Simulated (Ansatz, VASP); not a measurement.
# Two plane-wave programs on BN

```
CELL_PARAMETERS angstrom
1.25112 0.72234 3.37293
-1.25112 0.72234 3.37293
0.00000 -1.44467 3.37293
ATOMIC_POSITIONS crystal
N 0.66724 0.66724 0.66724
B 0.00033 0.00033 0.00033
```

The cell is a database's computed one.

Alike in both runs: task band structure; functional r2SCAN; k mesh 12 × 12 × 12; occupations fermi-dirac, width 0.05 eV; no spin polarisation.

|  | VASP | Ansatz |
| --- | --- | --- |
| version | VASP 6.6.1 | Ansatz 0.2.0 |
| potentials or method | VASP PAW PBE potentials, release 64 (N, B) | Ansatz PAW |
| plane-wave cutoff (eV) | 520 | 500 |
| valence electrons in the cell | 8 | 8 |

```csv
,VASP,Ansatz,Ansatz less VASP
gap on the k mesh at the Fermi level (eV),4.84,4.80,-0.032
least direct gap on the mesh (eV),5.39,5.33,-0.060
gap along the band path (eV),4.78,4.76,-0.020
pressure (GPa),0.1,-0.3,-0.39
largest component of the traceless stress (GPa),0.08,0.73,+0.655
rms of the force components (eV/Å),0.005,0.005,+0.0002
```

Atom by atom the forces differ by 0.000 eV/Å (rms over components).

Caveats: the PAW data sets were made with another functional, which shifts forces and pressure a little (VASP); the PAW data sets come from PBE, with cores solved anew for the run's functional, which leaves a small shift of forces and pressure (Ansatz). r2SCAN opens gaps a little over a GGA but as a rule still falls short of measured ones.
